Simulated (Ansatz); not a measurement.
Run on C (fcc type): DFT, PBE, all-electron LAPW, scalar-relativistic (Ansatz 0.2.0). This run: volume at 0.4 of the series' base cell.

The cell comes from a relaxation on PAW files under the same functional, begun from a prototype that needn't be the stable phase.

Command: `ansatz run input.yaml --threads 1 --pin off --max-ram 2048MiB --backend cpu --events-out ev --progress --plain --runs-dir out` It took 6.6 s on 1 thread of Intel(R) Xeon(R) Platinum 8488C (Sapphire Rapids) (shared host), peak memory 0.31 GiB.

```yaml
crystal:
  lattice:
    - [0.0, 1.1351350294, 1.1351350294]
    - [1.1351350294, 0.0, 1.1351350294]
    - [1.1351350294, 1.1351350294, 0.0]
  atoms:
    - { symbol: C, position: [0.0, 0.0, 0.0] }
kpoints:
  mp_grid: { grid: [22, 22, 22] }
  band_path:
    path:
      - [0.0, 0.0, 0.0]
      - [0.5, 0.0, 0.5]
      - [0.625, 0.25, 0.625]
      - [0.375, 0.375, 0.75]
      - [0.0, 0.0, 0.0]
      - [0.5, 0.5, 0.5]
      - [0.5, 0.25, 0.75]
      - [0.5, 0.0, 0.5]
    npoints: 8
scf:
  occupations: { method: fermi_dirac, width: 0.1 }
hamiltonian:
  xc: pbe
  pseudopotentials: { kind: all_electron, lapw: { basis_error: 0.001 } }
output:
  forces: true
  stress: true
  eigenvalues: true
  populations: true
  dos: { projected: true, de: 0.2, e_range: [-14, 8] }
```

Output:

```
C: projections on atomic orbitals take those of the free atom 1s2 2s2 2p2, of charge +0.00 (hamiltonian.pseudopotentials.projection_atoms)
LAPW: plane waves up to 10.755 Å⁻¹, error target 1.0e-3 eV per atom; small_component_spin mean_spin; C in spheres of 0.803 Å, 6 of its electrons in bands, Dirac shells [] (how accurate: hamiltonian.pseudopotentials.lapw.basis_error, Limitations)
Engine: ansatz 0.2.0
Pseudopotentials: kind: all_electron
Pseudopotential: C, LAPW, valence charge 6, lapw/all_electron/scalar/gaussian/C, Koelling and Harmon's equation, gaussian nucleus
Functional definition: PBE
  parameter kappa = 0.804
  parameter beta = 0.06672455060314922
  exchange = pbe_x(kappa = kappa, mu = beta*pi^2/3)
  correlation = pbe_c(beta = beta)
Crystal: 1 atoms, lattice volume = 2.925 Å³
Basis set: ecut = 440.66038680618675 eV, 59 PW (Γ), exchange–correlation at level 2
Bands: 7, of which v1, the nominal top of the filled ones, is band 3 counted from 1 (2 counted from 0)
Symmetry: 48 space group operations
Space group: Fm-3m (ITA 225), of the structure as read, at distance tolerance 1.4e-5 Å
k-points: 328 of 10648
Non-local potential: C, projectors of the file, none
Initial density: superposition of atomic densities (chi_scale 0.1, normalization cell)
Initial wavefunctions: plane waves of lowest kinetic energy (no species holds an atomic orbital)
Functional: x = pbe(κ = 0.804, μ = 0.2195149727645171), c = pbe(β = 0.06672455060314922)
iter 1 solved again at ethr=4.43e-4 eV; its pass at ethr=1.00e-1 eV (dr2=2.66e-2 eV) is discarded
SCF iter   1: F=—  HF=-1027.530948 eV  |F-HF|=—  |Δ(HF+E_count)|=         —  Δρ=5.26e-2  dr2=2.66e-2  ethr=4.43e-4  ⟨swp⟩=2.8  Hψ=18600  notcnv=0
preconditioner: auto → none  [metal: Δε(μ)=0.067 eV  Ē_g=37.115 eV  σ=0.100 eV  W_gap=0.17  n_scr=0 (ndim 8)  ℏωp=43.4 eV  f_vac=0.000  D(μ)=0.20/eV (n_scr^D=0)]
SCF iter   2: F=—  HF=-1027.517160 eV  |F-HF|=—  |Δ(HF+E_count)|=   1.38e-2  Δρ=2.45e-2  dr2=5.78e-3  ethr=4.43e-4  ⟨swp⟩=2.0  Hψ=6252  notcnv=0
iter 3 solved again at ethr=6.43e-8 eV; its pass at ethr=9.63e-5 eV (dr2=3.86e-6 eV) is discarded
SCF iter   3: F=—  HF=-1027.514053 eV  |F-HF|=—  |Δ(HF+E_count)|=   3.11e-3  Δρ=6.81e-4  dr2=3.85e-6  ethr=6.43e-8  ⟨swp⟩=2.4  Hψ=11067  notcnv=0
SCF iter   4: F=-1027.514053 eV  HF=-1027.514053 eV  |F-HF|=3.21e-9  |Δ(HF+E_count)|=   3.69e-7  Δρ=3.05e-5  dr2=2.89e-9  ethr=6.42e-8  ⟨swp⟩=2.0  Hψ=6236  notcnv=0
SCF 1 converged in 4 iterations: F = -1027.514053 eV  dr2 = 2.89e-9
NSCF: frozen V_eff on 57 k-points
SCF converged after 4 iterations
Free energy (F): -1027.514053 eV
Harris-Foulkes:  -1027.514053 eV  (|F-HF|=3.21e-9)
Internal energy: -1027.507765 eV  (E = F + TS)
E sigma→0 (E₀):  -1027.510909 eV
Entropy (-TS):   -0.006289 eV (-6.289 meV/atom)
Fermi energy:    33.812953 eV
--- Per-component energies (eV) ---
  E_band       = -401.773511
  E_kinetic    = 1063.141607
  E_xc         = -153.893755
  E_electrostatic = -1936.755616  (all electrons and nuclei)
  E_smearing   = -0.006289  (= −TS)
  E_closure    = 0.000000  (closes the sum)
  E_atoms      = -1027.632824  (free atoms, spherical and without spin; not in F)
  Σ components = -1027.514053   (vs F -1027.514053, Δ=0.00e0)
  Basis errors (estimates in eV, not in F): energy 2.8e-4 per atom: plane waves 2.7e-4 (1.6e-4 summed), levels above the bands 9.2e-190, relativity 4.3e-9, radial functions 3.8e-6, core shells 0.0e0; eigenvalues (radial functions only) 1.2e-4; not estimated: angular momenta, meshes, grids; target (lapw.basis_error) 1.0e-3; muffin-tin radii C 0.803 Å
--- Forces (eV/Å), atoms counted from 1 ---
  atom   1  C     -0.00000000    -0.00000000     0.00000000
  max |Σ_I F_I| component: 6.57e-31 eV/Å
--- Stress (GPa, compression-positive) ---
      729.370979      -0.000000      -0.000000
       -0.000000     729.370979       0.000000
       -0.000000       0.000000     729.370979
  P = ⅓ Tr σ = 729.3710 GPa (7293.710 kbar)
--- Band table (eV; the first three rows and the last of 328) ---
  k-point 0: bands = ["-237.5510", "-2.9593", "51.6031", "51.6031", "51.6031", "78.7015", "78.7015"]
  k-point 1: bands = ["-237.5508", "-2.8201", "50.9447", "51.4596", "51.4596", "77.0291", "79.0266"]
  k-point 2: bands = ["-237.5502", "-2.4025", "49.0203", "51.0606", "51.0606", "74.9372", "79.8916"]
  k-point 327: bands = ["-237.5366", "20.8685", "23.2640", "27.0950", "35.1004", "66.4706", "76.1686"]
--- Löwdin populations: 1 site ---
  site symbol       q [e]
     0      C      5.9311
  spilling = 0.011486 (of n_electrons = 6.000000)
```

populations.tsv:

```
# site	symbol	l	j	q
# orbitals = lowdin
# n_electrons = 6.000000
# spilling = 0.011486
# projection_atom_C: 1s2 2s2 2p2
0	C	0_1S	-	1.990510
0	C	0_2S	-	1.012116
0	C	1_2P	-	2.928459
```
